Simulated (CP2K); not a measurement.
# Zr (Im-3m) in CP2K: reference runs, part 2 of 2

CP2K 2026.2.

## (7) Single point, PBE, 24.67 Å³/atom (volume scaled by 1.04)

Contents of zr_eos.inp:

```
&GLOBAL
  PROJECT zr_eos
  RUN_TYPE ENERGY_FORCE
  PRINT_LEVEL LOW
&END GLOBAL
&FORCE_EVAL
  METHOD QS
  STRESS_TENSOR ANALYTICAL
  &DFT
    BASIS_SET_FILE_NAME BASIS_MOLOPT_UZH
    POTENTIAL_FILE_NAME POTENTIAL_UZH
    WFN_RESTART_FILE_NAME previous-RESTART.kp
    &MGRID
      CUTOFF 450
      REL_CUTOFF 60
      NGRIDS 5
    &END MGRID
    &QS
      METHOD GPW
      EPS_DEFAULT 1.0E-10
    &END QS
    &KPOINTS
      SCHEME MONKHORST-PACK 10 10 10
      GAMMA_CENTERED T
      SYMMETRY T
      SYMMETRY_BACKEND SPGLIB
    &END KPOINTS
    &SCF
      SCF_GUESS RESTART
      EPS_SCF 1.0E-6
      MAX_SCF 100
      ADDED_MOS 11
      CHOLESKY OFF
      EPS_EIGVAL 1.0E-7
      &DIAGONALIZATION ON
        ALGORITHM STANDARD
      &END DIAGONALIZATION
      &MIXING ON
        METHOD BROYDEN_MIXING
        ALPHA 0.4
        BETA 1.5
        NBUFFER 8
      &END MIXING
      &SMEAR ON
        METHOD FERMI_DIRAC
        ELECTRONIC_TEMPERATURE [K] 580.226
      &END SMEAR
    &END SCF
    &XC
      &XC_FUNCTIONAL
        &GGA_X_PBE
        &END GGA_X_PBE
        &GGA_C_PBE
        &END GGA_C_PBE
      &END XC_FUNCTIONAL
    &END XC
    &PRINT
      &KPOINTS ON
      &END KPOINTS
      &MULLIKEN ON
      &END MULLIKEN
      &MO ON
        ENERGIES T
        OCCUPATION_NUMBERS T
        &EACH
          QS_SCF 0
        &END EACH
        ADD_LAST NUMERIC
      &END MO
    &END PRINT
  &END DFT
  &SUBSYS
    &CELL
      A 3.1762668501 0.0000000000 0.0000000000
      B -1.0587556167 2.9946131048 0.0000000000
      C -1.0587556167 -1.4973065524 2.5934110232
      PERIODIC XYZ
    &END CELL
    &COORD
      Zr  0.0000000000 0.0000000000 0.0000000000
    &END COORD
    &KIND Zr
      BASIS_SET TZVP-MOLOPT-PBE-GTH-q12
      POTENTIAL GTH-PBE-q12
    &END KIND
    &PRINT
      &ATOMIC_COORDINATES ON
      &END ATOMIC_COORDINATES
      &CELL ON
      &END CELL
    &END PRINT
  &END SUBSYS
  &PRINT
    &FORCES ON
    &END FORCES
    &STRESS_TENSOR ON
    &END STRESS_TENSOR
  &END PRINT
&END FORCE_EVAL
```

Run with:

```
$ OMP_NUM_THREADS=1 cp2k.psmp -i zr_eos.inp -o zr_eos.out
```

Run time: 89 s. Hardware: 1 thread of Intel Xeon Platinum 8488C (Sapphire Rapids), shared host; peak memory 0.34 GiB.

The run converged. Its results:

```yaml
Free_energy: -1269.2531 eV
Pressure: -5.8 GPa
Band_gap_on_the_k_mesh: none (metal or under the smearing width)
```

Caveat: the basis of atomic orbitals isn't converged, which shifts pressures, moduli and gaps.

## (8) Single point, PBE, 22.30 Å³/atom (volume scaled by 0.94)

Changes to zr_eos.inp since step 7:

```diff
@@ -73,5 +73,5 @@
     &CELL
-      A 3.1762668501 0.0000000000 0.0000000000
-      B -1.0587556167 2.9946131048 0.0000000000
-      C -1.0587556167 -1.4973065524 2.5934110232
+      A 3.0710141683 0.0000000000 0.0000000000
+      B -1.0236713894 2.8953799248 0.0000000000
+      C -1.0236713894 -1.4476899624 2.5074725684
       PERIODIC XYZ
```

Run with:

```
$ OMP_NUM_THREADS=1 cp2k.psmp -i zr_eos.inp -o zr_eos.out
```

Run time: 93 s. Hardware: 1 thread of Intel Xeon Platinum 8488C (Sapphire Rapids), shared host; peak memory 0.34 GiB.

Results (log left out):

| Quantity | Value |
| --- | --- |
| Free energy | -1269.2847 eV |
| Pressure | 2.2 GPa |
| Band gap on the k mesh | none (metal or under the smearing width) |

Caveat: the basis of atomic orbitals isn't converged, which shifts pressures, moduli and gaps.

## (9) Single point, PBE, 25.14 Å³/atom (volume scaled by 1.06)

Changes to zr_eos.inp since step 8:

```diff
@@ -73,5 +73,5 @@
     &CELL
-      A 3.0710141683 0.0000000000 0.0000000000
-      B -1.0236713894 2.8953799248 0.0000000000
-      C -1.0236713894 -1.4476899624 2.5074725684
+      A 3.1964983946 0.0000000000 0.0000000000
+      B -1.0654994648 3.0136875879 0.0000000000
+      C -1.0654994648 -1.5068437939 2.6099300101
       PERIODIC XYZ
```

Potentials or basis: POTENTIAL_UZH Zr GTH-PBE-q12; TZVP-MOLOPT-PBE-GTH basis.

Run with:

```
$ OMP_NUM_THREADS=1 cp2k.psmp -i zr_eos.inp -o zr_eos.out
```

It took 85 s on 1 thread of Intel Xeon Platinum 8488C (Sapphire Rapids), shared host; peak memory 0.34 GiB.

It converged, with:

* Free energy: -1269.2341 eV
* Pressure: -7.0 GPa
* Band gap on the k mesh: none (metal or under the smearing width)

Caveat: the basis of atomic orbitals isn't converged, which shifts pressures, moduli and gaps.

## (10) Equation of state, PBE

This step only gathers the single runs of the series.

What came out:

* Equilibrium volume: 22.84 Å³/atom
* Bulk modulus: 87 GPa
* Pressure derivative of the bulk modulus: 3.8

Energy against volume, from the lowest point:
| volume (Å³/atom) | energy (meV/atom) |
| --- | --- |
| 22.296 | 3.60 |
| 22.770 | 0.00 |
| 23.245 | 1.88 |
| 23.719 | 8.68 |
| 24.193 | 19.91 |
| 24.668 | 35.18 |
| 25.142 | 54.17 |

Caveat: the basis of atomic orbitals isn't converged, which shifts pressures, moduli and gaps.

## (11) Single point, PBE (cell strained at random at fixed volume)

Contents of zr_scf.inp:

```
&GLOBAL
  PROJECT zr_scf
  RUN_TYPE ENERGY_FORCE
  PRINT_LEVEL LOW
&END GLOBAL
&FORCE_EVAL
  METHOD QS
  STRESS_TENSOR ANALYTICAL
  &DFT
    BASIS_SET_FILE_NAME BASIS_MOLOPT_UZH
    POTENTIAL_FILE_NAME POTENTIAL_UZH
    &MGRID
      CUTOFF 450
      REL_CUTOFF 60
      NGRIDS 4
    &END MGRID
    &QS
      METHOD GPW
      EPS_DEFAULT 1.0E-10
    &END QS
    &KPOINTS
      SCHEME MONKHORST-PACK 10 10 10
      GAMMA_CENTERED T
      SYMMETRY T
      SYMMETRY_BACKEND SPGLIB
    &END KPOINTS
    &SCF
      SCF_GUESS ATOMIC
      EPS_SCF 1.0E-6
      MAX_SCF 100
      ADDED_MOS 11
      CHOLESKY OFF
      EPS_EIGVAL 1.0E-7
      &DIAGONALIZATION ON
        ALGORITHM STANDARD
      &END DIAGONALIZATION
      &MIXING ON
        METHOD BROYDEN_MIXING
        ALPHA 0.4
        BETA 1.5
        NBUFFER 8
      &END MIXING
      &SMEAR ON
        METHOD FERMI_DIRAC
        ELECTRONIC_TEMPERATURE 580.23
      &END SMEAR
    &END SCF
    &XC
      &XC_FUNCTIONAL
        &GGA_X_PBE
        &END GGA_X_PBE
        &GGA_C_PBE
        &END GGA_C_PBE
      &END XC_FUNCTIONAL
    &END XC
    &PRINT
      &KPOINTS ON
      &END KPOINTS
      &MULLIKEN ON
      &END MULLIKEN
      &MO ON
        ENERGIES T
        OCCUPATION_NUMBERS T
        &EACH
          QS_SCF 0
        &END EACH
        ADD_LAST NUMERIC
      &END MO
      &LOWDIN ON
      &END LOWDIN
      &HIRSHFELD ON
        SHAPE_FUNCTION DENSITY
      &END HIRSHFELD
    &END PRINT
  &END DFT
  &SUBSYS
    &CELL
      ABC 3.1640019693 3.2169076010 3.0682293016
      ALPHA_BETA_GAMMA 109.4648311860 108.5630874471 111.4137793272
      PERIODIC XYZ
    &END CELL
    &COORD
      SCALED
      Zr  0.0223870000 -0.0039880000 0.0120070000
    &END COORD
    &KIND Zr
      BASIS_SET TZVP-MOLOPT-PBE-GTH-q12
      POTENTIAL GTH-PBE-q12
    &END KIND
    &PRINT
      &ATOMIC_COORDINATES ON
      &END ATOMIC_COORDINATES
      &CELL ON
      &END CELL
    &END PRINT
  &END SUBSYS
  &PRINT
    &FORCES ON
    &END FORCES
    &STRESS_TENSOR ON
    &END STRESS_TENSOR
  &END PRINT
&END FORCE_EVAL
```

Potentials or basis: POTENTIAL_UZH Zr GTH-PBE-q12; TZVP-MOLOPT-PBE-GTH basis.

Run with:

```
$ OMP_NUM_THREADS=1 cp2k.psmp -i zr_scf.inp -o zr_scf.out
```

zr_scf.out:

```text

 CP2K| version string:                                       CP2K version 2026.2
 CP2K| Input file name                                                zr_scf.inp

 GLOBAL| Force Environment number                                              1
 GLOBAL| Basis set file name                                    BASIS_MOLOPT_UZH
 GLOBAL| Potential file name                                       POTENTIAL_UZH
 GLOBAL| MM Potential file name                                     MM_POTENTIAL
 GLOBAL| Coordinate file name                                      __STD_INPUT__
 GLOBAL| Method name                                                        CP2K
 GLOBAL| Project name                                                     zr_scf
 GLOBAL| Run type                                                   ENERGY_FORCE
 GLOBAL| FFT library                                                       FFTW3
 GLOBAL| Diagonalization library                                       ScaLAPACK
 GLOBAL| Cholesky decomposition library                                ScaLAPACK
 GLOBAL| DGEMM library                                                      BLAS
 GLOBAL| Direct generalized diagonalization requested                          F
 GLOBAL| Matrix multiplication library                                 ScaLAPACK
 GLOBAL| Global print level                                                  LOW
 GLOBAL| Total number of message passing processes                             1
 GLOBAL| Number of threads for this process                                    1
 GLOBAL| CPU model name                          Intel(R) Xeon(R) Platinum 8488C

 CELL| Volume [angstrom^3]:                                            23.718961
 CELL| Vector a [angstrom]:       3.164     0.000     0.000   |a| =     3.164002
 CELL| Vector b [angstrom]:      -1.174     2.995     0.000   |b| =     3.216908
[... 498 lines left out ...]
       1     Zr       1         12.000000                              0.000000
 # Total charge                             12.000000                  0.000000

 !-----------------------------------------------------------------------------!

 !-----------------------------------------------------------------------------!
                           Hirshfeld Charges

  #Atom  Element  Kind  Ref Charge     Population                    Net charge
      1       Zr     1      12.000         12.000                         0.000

  Total Charge                                                            0.000
 !-----------------------------------------------------------------------------!

 LOWDIN POPULATION ANALYSIS

 #  Atom  Element  Kind  Atomic population                           Net charge
       1     Zr       1         12.000000                              0.000000
 # Total charge                             12.000000                  0.000000

 ENERGY| Total FORCE_EVAL ( QS ) energy [hartree]            -46.644937178489130

 FORCES| Atomic forces [hartree/bohr]
 FORCES|   Atom     x               y               z               |f|
 FORCES|      1 -4.82940686E-07  3.03477629E-07  4.75543058E-07   7.42611324E-07
 FORCES| Sum    -4.82940686E-07  3.03477629E-07  4.75543058E-07
 FORCES| Total atomic force                                       7.42611324E-07

 STRESS| Analytical stress tensor [bar]
 STRESS|                        x                   y                   z
 STRESS|      x       -3.23527423171E+04   8.37316151474E+03  -9.93445559939E+02
 STRESS|      y        8.37316151474E+03  -4.10553980536E+04  -1.72032671481E+03
 STRESS|      z       -9.93445559939E+02  -1.72032671481E+03  -1.54231805590E+04
 STRESS| 1/3 Trace                                            -2.96104403099E+04
 STRESS| Determinant                                          -1.92397076486E+13

 STRESS| Eigenvectors and eigenvalues of the analytical stress tensor [bar]
 STRESS|                        1                   2                   3
 STRESS| Eigenvalues  -4.61701790333E+04  -2.75176858288E+04  -1.51434560677E+04
 STRESS|      x          -0.516360594560      0.849824283536     -0.105690224233
 STRESS|      y           0.855802746763      0.507576534515     -0.099838470757
 STRESS|      z           0.031199279132      0.142002636324      0.989374477263
```

Run time: 2.9 min. Hardware: 1 thread of Intel Xeon Platinum 8488C (Sapphire Rapids), shared host; peak memory 0.41 GiB.

Results:

| Property | Result |
| --- | --- |
| Free energy | -1269.2733 eV |
| Pressure | -3.0 GPa |
| Band gap on the k mesh | none (metal or under the smearing width) |

Stress tensor (GPa, compression positive):
```
-3.24  0.84 -0.10
 0.84 -4.11 -0.17
-0.10 -0.17 -1.54
```

Caveat: the basis of atomic orbitals isn't converged, which shifts pressures, moduli and gaps.

## (12) Overview

| task | cell | NGRIDS | gap on the mesh (eV) | pressure (GPa) |
| --- | --- | --- | --- | --- |
| single point | as given | 4 | none | -3.1 |
| equation of state | as given | 5 | - | - |
| single point | cell strained at random at fixed volume | 4 | none | -3.0 |

Alike in all rows: level PBE; potentials or basis POTENTIAL_UZH Zr GTH-PBE-q12; TZVP-MOLOPT-PBE-GTH basis; no spin polarisation; k mesh 10 × 10 × 10; smearing fermi-dirac 0.05 eV.

Caveats: the basis of atomic orbitals isn't converged, which shifts pressures, moduli and gaps.

Absolute energies hang on the potentials; compare differences alone.
